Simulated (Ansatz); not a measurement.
**BN under changes of volume**

One of the cells (8.967 Å³/atom); the others are scaled copies at fixed shape and fractional positions:

```
CELL_PARAMETERS angstrom
2.49824 0.00000 0.00000
-1.24912 2.16354 0.00000
0.00000 0.00000 6.63570
ATOMIC_POSITIONS crystal
N 0.66667 0.33333 0.25000
N 0.33333 0.66667 0.75000
B 0.66667 0.33333 0.75000
B 0.33333 0.66667 0.25000
```

```yaml
Program: Ansatz 0.2.0
Functional: RPBE
Potentials_or_basis: Ansatz PAW
Cutoff: "420 eV (not typed: the program's choice for these potentials)"
k_mesh: 12 × 12 × 4
Occupations: fermi-dirac, width 0.05 eV
Spin: no spin polarisation
```

```tsv
volume (Å³/atom)	energy over the lowest point (meV/atom)	pressure (GPa)	gap on the mesh (eV)
8.429	?	?	?
8.608	41.73	20.4	4.45
8.787	22.27	14.4	4.43
8.967	9.21	9.0	4.41
9.146	1.92	4.0	4.38
9.325	0.00	-0.5	4.36
9.505	2.94	-4.7	4.33
```

Problem. What does the run at 8.429 Å³/atom give?

Solution. Energy over the lowest point 68.13 meV/atom; pressure 26.9 GPa; gap on the mesh 4.48 eV.

Worked out: A Birch-Murnaghan fit of order 3 (a polynomial in V^(-2/3)) to the other rows has its minimum at 9.30 Å³/atom with B0 = V·E''(V) = 227 GPa and B' = 3.7 at fixed shape and positions, which overstates the stiffness. It gives 68.11 meV/atom at 8.429 Å³/atom, against the run's 68.13, and -dE/dV = 26.9 GPa, against 26.9. A straight line through the other rows of the gap, of slope -1.21 eV per unit of ln V, extrapolates to 4.48 eV, against the run's 4.48.

Energies are extrapolated to zero smearing.

Caveats: this functional lacks dispersion, which binds the layers, so the pressure and a relaxed spacing across them are unreliable; the PAW data sets come from PBE, with cores solved anew for the run's functional, which leaves a small shift of forces and pressure.

A mesh can miss the band edges.
